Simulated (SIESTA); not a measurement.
Runs of SIESTA 5.4.2 on HfC. The structure is cubic, space group Fm-3m (No. 225). The conventional cell has a = 4.650 Å, b = 4.650 Å, c = 4.650 Å, α = 90.00°, β = 90.00°, γ = 90.00°. Hf (site symmetry m-3m) has 6 C at 2.33 Å as nearest neighbours. C (site symmetry m-3m) has 6 Hf at 2.33 Å as nearest neighbours. 

| potentials or basis | gap on the mesh (eV) | pressure (GPa) |
| --- | --- | --- |
| PseudoDojo 0.4 standard (PBEsol files), TZDP (energy shift 0.003 Ry; two zetas on semicore shells) | none | -5.2 |
| PseudoDojo 0.4 standard (PBEsol files), SZP (energy shift 0.003 Ry) | none | (a) |
| PseudoDojo 0.4 standard (PBEsol files), DZ (energy shift 0.003 Ry; two zetas on semicore shells) | none | -3.4 |
| PseudoDojo 0.4 standard (PBEsol files), TZP (energy shift 0.003 Ry; two zetas on semicore shells) | none | -5.0 |
| PseudoDojo 0.4 standard (PBEsol files), DZP (energy shift 0.003 Ry; two zetas on semicore shells) | none | (b) |
| PseudoDojo 0.4 standard (PBEsol files), SZ (energy shift 0.003 Ry) | none | -11.3 |

Alike in all rows: task band structure; level PBEsol; no spin polarisation; cell as given; k mesh 10 × 10 × 10; smearing fermi-dirac 0.05 eV; grid cutoff 800 Ry; energy shift 0.003 Ry.

Task: Estimate the missing entries.

Result: (a) -4.9; (b) -3.6.

Caveats: short orbitals over semicore shells can move pressures by several GPa; spin-orbit coupling is left out, which moves the levels of the heavy elements; the basis of atomic orbitals isn't converged, which shifts pressures, moduli and gaps; the basis has no polarisation orbitals (some runs).

A k mesh can miss the band edges, and the runs leave out spin-orbit coupling on Hf.

A gap of «none» marks a metal or a gap under the smearing width.
